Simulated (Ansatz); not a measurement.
Migration: Mg started in the widest void in zincblende MgS, 65 atoms, charge +2

Theory: DFT, PBEsol, PAW, plane waves (Ansatz 0.2.0).

Command:

```sh
ansatz run in.yaml --threads 8 --pin off --max-ram 118750MiB --runs-dir r --events-out ev --progress --plain --backend cuda --devices 0, --max-vram 170GiB
```

The input less its lattice and atoms:

```yaml
crystal:
  symmetry: { detect: false }
kpoints:
  mp_grid: { grid: [1, 1, 1], shift: [0.25, 0.25, 0.25] }
hamiltonian:
  xc: pbesol
total_charge: 2
scf:
  occupations: { method: fermi_dirac, width: 0.01 }
neb:
  images: 5
  f_tol: 0.06
  max_iterations: 90
  relax_end_points: true
```

First end, relaxed:

```
Mg S
1.0
    11.30307    0.00000    0.00000
     0.00000   11.30307    0.00000
     0.00000    0.00000   11.30307
Mg S
33 32
Cartesian
  11.3015 11.3003 11.3017
  11.2594 11.2579 5.6289
  11.2593 5.6277 11.2594
  0.0250 5.6558 5.6570
  5.6293 11.2580 11.2591
  5.6568 0.0238 5.6571
  5.6569 5.6558 0.0251
  5.8581 5.8559 5.8584
  2.8201 2.8189 0.0240
  2.6224 2.6213 5.8530
  2.8456 8.5186 11.2599
  2.8214 8.4526 5.6571
  8.5197 2.8445 11.2601
  8.4540 2.8200 5.6570
  8.4776 8.4764 0.0002
  8.5217 8.5208 5.6306
  2.8201 0.0224 2.8199
  2.8458 11.2590 8.5199
  2.6229 5.8527 2.6233
  2.8215 5.6557 8.4540
  8.5198 11.2591 2.8456
  8.4778 11.3020 8.4776
  8.4537 5.6556 2.8215
  8.5217 5.6299 8.5220
  0.0238 2.8188 2.8200
  11.2602 2.8445 8.5198
  11.2602 8.5185 2.8456
  11.3029 8.4765 8.4776
  5.8533 2.6215 2.6225
  5.6568 2.8202 8.4539
  5.6565 8.4528 2.8216
  5.6312 8.5206 8.5218
  4.2414 4.2397 4.2413
  1.4180 1.4168 1.4181
  1.2851 1.2838 7.1903
  1.2852 7.1890 1.2850
  1.4202 7.0583 7.0599
  7.1905 1.2839 1.2850
  7.0596 1.4189 7.0597
  7.0595 7.0585 1.4203
  7.1967 7.1953 7.1962
  4.2389 4.2381 1.5822
  4.2393 4.2381 6.8969
  4.2390 9.8892 1.4458
  4.2402 9.8898 7.0326
  9.8901 4.2376 1.4462
  9.8911 4.2388 7.0326
  9.8905 9.8892 1.4081
  9.8916 9.8904 7.0716
  4.2391 1.5805 4.2388
  4.2389 1.4450 9.8904
  4.2401 6.8956 4.2403
  4.2402 7.0313 9.8912
  9.8904 1.4448 4.2389
  9.8905 1.4067 9.8906
  9.8914 7.0312 4.2399
  9.8917 7.0705 9.8918
  1.5818 4.2379 4.2389
  1.4461 4.2377 9.8904
  1.4464 9.8889 4.2389
  1.4078 9.8893 9.8904
  6.8970 4.2379 4.2398
  7.0323 4.2388 9.8913
  7.0324 9.8903 4.2399
  7.0720 9.8904 9.8915
```

The last end differs by the jump below and was relaxed too.

Atom 33 (Mg) jumps. The converged band:

```
image  path length (Å)  energy (eV)  x of the mover (Å)  y (Å)  z (Å)
    0             0.00        0.000               4.241  4.240  4.241
    1             0.48        0.143               4.419  4.418  4.063
    2             0.96        0.495               4.655  4.654  3.826
    3             1.44        0.687               4.911  4.910  3.569
    4             1.99        0.377               5.211  5.210  3.268
    5             2.54       -0.223               5.492  5.490  2.987
    6             3.09       -0.384               5.651  5.649  2.827
```

Highest image (3):

```xyz
65
Lattice="11.3031 0.0000 0.0000 0.0000 11.3031 0.0000 0.0000 0.0000 11.3031" Properties=species:S:1:pos:R:3 pbc="T T T"
Mg   11.2881   11.2868   11.2883
Mg    0.0220    0.0207    5.6461
Mg   11.2523    5.6356   11.2483
Mg   11.2957    5.6436    5.6616
Mg    5.6369   11.2510   11.2483
Mg    5.6448   11.2945    5.6616
Mg    5.6578    5.6566   11.2586
Mg    5.8157    5.8143    6.0349
Mg    2.7360    2.7348   11.2785
Mg    2.8251    2.8239    5.6528
Mg    2.8383    8.5453   11.2331
Mg    2.7380    8.4992    5.7403
Mg    8.5466    2.8371   11.2331
Mg    8.5004    2.7367    5.7403
Mg    8.4439    8.4427    0.0343
Mg    8.5497    8.5485    5.6390
Mg    2.8156   11.2935    2.8305
Mg    2.8291    0.0194    8.4559
Mg    2.4446    5.8075    2.6664
Mg    2.8176    5.6442    8.4842
Mg    8.5304   11.2521    2.8393
Mg    8.4914   11.2890    8.4903
Mg    8.5253    5.6580    2.8192
Mg    8.5318    5.6371    8.5304
Mg   11.2948    2.8143    2.8305
Mg    0.0207    2.8278    8.4559
Mg   11.2533    8.5291    2.8393
Mg   11.2903    8.4901    8.4903
Mg    5.8086    2.4433    2.6663
Mg    5.6455    2.8163    8.4843
Mg    5.6593    8.5240    2.8192
Mg    5.6383    8.5305    8.5304
Mg    4.9109    4.9096    3.5694
S     1.3842    1.3829    1.4427
S     1.4410    1.4397    7.0375
S     1.2726    7.2192    1.2555
S     1.3858    7.0325    7.0929
S     7.2205    1.2713    1.2555
S     7.0338    1.3846    7.0929
S     7.0036    7.0023    1.4758
S     7.2274    7.2261    7.2099
S     4.2098    4.2086    1.4544
S     4.2682    4.2669    7.0207
S     4.2345    9.8961    1.4192
S     4.2350    9.8772    7.0557
S     9.8974    4.2333    1.4192
S     9.8785    4.2338    7.0557
S     9.8745    9.8733    1.3927
S     9.9329    9.9316    7.0635
S     4.2646    1.4534    4.2123
S     4.2346    1.4230    9.9010
S     4.2131    7.0248    4.2668
S     4.2349    7.0561    9.8850
S     9.8788    1.4234    4.2439
S     9.9303    1.4144    9.8509
S     9.8983    7.0572    4.2453
S     9.8760    7.0873    9.9074
S     1.4546    4.2633    4.2123
S     1.4243    4.2333    9.9009
S     1.4247    9.8775    4.2439
S     1.4156    9.9291    9.8509
S     7.0261    4.2118    4.2668
S     7.0574    4.2336    9.8850
S     7.0585    9.8971    4.2453
S     7.0886    9.8747    9.9073
```

**Question.** What are the barriers forward and back?

**Answer.** 0.687 eV forward and 1.071 eV back, at the single k point (¼, ¼, ¼) without its symmetry partners and without charge corrections. The two differ because the ends are different sites or relaxed into different distortions; from the lower end the barrier is the larger one. The one k point singles out an axis, so the ends can be distorted along it and jumps that symmetry makes equal can differ. The highest image climbed; that it is a first-order saddle isn't proved.

Time: 16 s of wall time on one NVIDIA GB200 with 8 processor threads, on a host shared with other runs; peak host memory 2.7 GiB.
